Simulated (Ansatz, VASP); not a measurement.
# Two plane-wave programs on Ni

```
Ni
1.0
     2.39805    0.00000    0.00000
    -1.19902    2.07677    0.00000
     0.00000    0.00000    3.98967
Ni
2
Direct
  0.66667 0.33333 0.75000
  0.33333 0.66667 0.25000
```

This isn't the form of Ni at room conditions, which is fcc.

Alike in both runs: task single point; functional PBEsol; k mesh 12 × 12 × 7; occupations fermi-dirac, width 0.05 eV; collinear spin.

|  | VASP | Ansatz |
| --- | --- | --- |
| version | VASP 6.6.1 | Ansatz 0.2.0 |
| potentials or method | VASP PAW PBE potentials, release 64 (Ni) | Ansatz PAW |
| plane-wave cutoff (eV) | 520 | 420 |
| valence electrons in the cell | 20 | 36 |

Ansatz gave:

| Property | Result |
| --- | --- |
| gap on the k mesh at the Fermi level (eV) | none |
| pressure (GPa) | 12.2 |
| largest component of the traceless stress (GPa) | 3.18 |
| net moment per atom (μB) | 0.62 |
| size of the moment on the site where the two differ most (μB) | 0.65 |

Task: Estimate VASP's values.

Result: gap on the k mesh at the Fermi level (eV): none; pressure (GPa): 11.8; largest component of the traceless stress (GPa): 3.04; net moment per atom (μB): 0.60; size of the moment on the site where the two differ most (μB): 0.60.

Site moments also hang on the region over which each program counts them. A gap of «none» marks a metal or a gap that the smearing closes. The two sets of potentials don't hold the same shells in valence.

Caveats: the PAW data sets were made with another functional, which shifts forces and pressure a little (VASP); the PAW data sets come from PBE, with cores solved anew for the run's functional, which leaves a small shift of forces and pressure (Ansatz).
